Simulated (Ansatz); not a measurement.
## HfB2 in Ansatz: the effect of Hubbard term

HfB2:

```
Hf B
1.0
     3.14000    0.00000    0.00000
    -1.57000    2.71932    0.00000
     0.00000    0.00000    3.48000
Hf B
1 2
Direct
  0.00000 0.00000 0.00000
  0.66667 0.33333 0.50000
  0.33333 0.66667 0.50000
```

Alike in all runs:

* Program: Ansatz 0.2.0
* Task: single point
* Functional: LDA
* Potentials or basis: Ansatz PAW
* Cutoff: 420 eV (not typed: the program's choice for these potentials)
* k mesh: 10 × 10 × 8
* Occupations: fermi-dirac, width 0.05 eV
* Spin: no spin polarisation
* Hubbard projectors: ortho-atomic (the default)
* Double counting: fll (the default)

Task: One run gave: pressure -1.4 GPa. Which Hubbard term did it use?
A. Hf d U = 4 eV
B. Hf d U = 8 eV
C. Hf d U = 2 eV
D. Hf d U = 5 eV
E. Hf d U = 6 eV

Result: B.

```tsv
Hubbard term	pressure (GPa)
none	-10.1
Hf d U = 2 eV	-8.3
Hf d U = 3 eV	-7.3
Hf d U = 4 eV	-6.2
Hf d U = 5 eV	-5.1
Hf d U = 6 eV	-3.9
Hf d U = 8 eV	-1.4
```

Caveats: the PAW data sets come from PBE, with cores solved anew for the run's functional, which leaves a small shift of forces and pressure; U without spin polarisation on a metal has little footing (some runs); the U is typed as a test and isn't derived for this compound (some runs).
